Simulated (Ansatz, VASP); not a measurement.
# Two plane-wave programs on ZnO

The input INCAR:

```
PREC = Accurate
ENCUT = 520
EDIFF = 1E-7
ISMEAR = 0
SIGMA = 0.05
LREAL = False
LASPH = True
NELM = 80
ALGO = Normal
ISIF = 2
LWAVE = False
LCHARG = False
GGA = PE
NBANDS = 26
```

Contents of KPOINTS:

```
regular mesh
0
Gamma
  12 12 6
```

File POSCAR:

```
ZnO
1.0
    3.0869287877      0.0000000000      0.0000000000
   -1.5434643938      2.6733587498      0.0000000000
    0.0000000000      0.0000000000      4.9436100000
Zn O
2 2
Direct
    0.3333333333      0.6666666667      0.0000000000
    0.6666666667      0.3333333333      0.5000000000
    0.3333333333      0.6666666667      0.3821000000
    0.6666666667      0.3333333333      0.8821000000
```

Input for Ansatz:

```yaml
crystal:
  lattice:
    - [3.0869287877, 0.0, 0.0]
    - [-1.5434643938, 2.6733587498, 0.0]
    - [0.0, 0.0, 4.94361]
  atoms:
    - { symbol: Zn, position: [0.3333333333, 0.6666666667, 0.0] }
    - { symbol: Zn, position: [0.6666666667, 0.3333333333, 0.5] }
    - { symbol: O, position: [0.3333333333, 0.6666666667, 0.3821] }
    - { symbol: O, position: [0.6666666667, 0.3333333333, 0.8821] }
basis:
  ecutwfc: 420
kpoints:
  mp_grid: { grid: [12, 12, 6] }
hamiltonian:
  xc: pbe
scf:
  occupations: { method: gaussian, width: 0.05 }
output:
  forces: true
  stress: true
  eigenvalues: true
```

Change from the starting cell: strain -0.050 along x and y, -0.050 along z, atoms carried along.

Alike in both runs: task single point; functional PBE; k mesh 12 × 12 × 6; occupations gaussian, width 0.05 eV; no spin polarisation.

```csv
,VASP,Ansatz
version,VASP 6.6.1,Ansatz 0.2.0
potentials or method,"VASP PAW PBE potentials, release 64 (Zn, O)","scalar-relativistic, plane waves, PAW"
plane-wave cutoff (eV),520,420
valence electrons in the cell,36,36
```

```csv
,VASP,Ansatz,Ansatz less VASP
gap on the k mesh at the Fermi level (eV),1.01,1.01,+0.007
least direct gap on the mesh (eV),1.01,1.01,+0.007
pressure (GPa),39.2,37.1,-2.05
largest component of the traceless stress (GPa),0.39,0.37,-0.018
rms of the force components (eV/Å),0.023,0.022,-0.0007
```

Atom by atom the forces differ by 0.001 eV/Å (rms over components). The functional is the same, so the differences come from potentials, cutoffs and numerics.

Caveats: so large a pressure means that the cell lies far from this level's equilibrium, or that cutoff or potentials fall short (VASP).
